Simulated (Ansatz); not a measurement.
# Structure optimisation: tellurium, simple cubic

Method: Ansatz 0.2.0, DFT, RPBE, plane waves (420 eV) with PAW, scalar-relativistic. The PAW files were generated under PBE, with cores re-solved for the functional.

k-point mesh 10×10×10, Fermi-Dirac smearing 0.1 eV, no spin polarisation. Cell and atoms relax.

Starting structure:

```
Te
1.0
     3.14622    0.00000    0.00000
     0.00000    3.14622    0.00000
     0.00000    0.00000    3.14622
Te
1
Cartesian
  0.0000 0.0000 0.0000
```

Task: What cell does the relaxation end in?

Result: Pm-3m with a = 3.230 Å; 33.71 Å³ per atom against 31.14 at the start (8.2 %).

Task: How much energy does the relaxation gain?

Result: 32.0 meV per atom.
